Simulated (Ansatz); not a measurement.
# Si: the cell at several levels of theory

The task here is to estimate one member of a computed series from the others.

Code: Ansatz 0.2.0. PAW datasets, plane waves, zero pressure. Computed at 0 K without zero-point motion; spin polarisation is off.

### The cell

Space group Fd-3m (No. 227), cubic; conventional cell a = 5.444 Å, 20.16 Å³ an atom. Around Si lie 4 Si at 2.36 Å.

As a file:

```
Si
1.0
     0.00000    2.72185    2.72185
     2.72185    0.00000    2.72185
     2.72185    2.72185    0.00000
Si
2
Direct
  0.25000 0.25000 0.25000
  0.00000 0.00000 0.00000
```

Set-up of the first run:

input.yaml reads:

```yaml
crystal:
  lattice:
    - [0.0, 2.7218511865, 2.7218511865]
    - [2.7218511865, 0.0, 2.7218511865]
    - [2.7218511865, 2.7218511865, 0.0]
  atoms:
    - { symbol: Si, position: [0.25, 0.25, 0.25] }
    - { symbol: Si, position: [0.0, 0.0, 0.0] }
kpoints:
  mp_grid: { grid: [8, 8, 8] }
hamiltonian:
  xc: pbe
scf:
  occupations: { method: fermi_dirac, width: 0.02 }
relax:
  f_tol: 0.005
  cell: {}
```

The run is started by

```
$ ansatz run input.yaml --threads 2 --pin off --max-ram 2211MiB --backend cpu --events-out ev --progress --plain --runs-dir out
```

Steps of the session up to this table: Relaxing with PBE; Relaxation with r2SCAN; PBEsol: cell and atoms; Relaxing with LDA; Relaxing with HSE06.

One table of the session follows, with a row left open; its other results are not shown here.

```
 level  a (Å)  volume (Å³/atom)
   PBE  5.470            20.459
r2SCAN  5.444            20.171
PBEsol  5.434            20.053
   LDA  5.402            19.709
 HSE06      ?                 ?
```

**Question.** Estimate the row for HSE06.

The run gave: a (Å): 5.441; volume (Å³/atom): 20.139. In the column «a (Å)» it lies between PBEsol (5.434) and r2SCAN (5.444).

What this shows: From the start to the first minimum the volume moved by +1.5 %. LDA gives the smallest cell and PBE the largest; they differ by 3.8 % in volume, a mean of 1.3 % in length. The meshes differ: PBE 8×8×8, r2SCAN 8×8×8, PBEsol 8×8×8, LDA 8×8×8, HSE06 6×6×6.
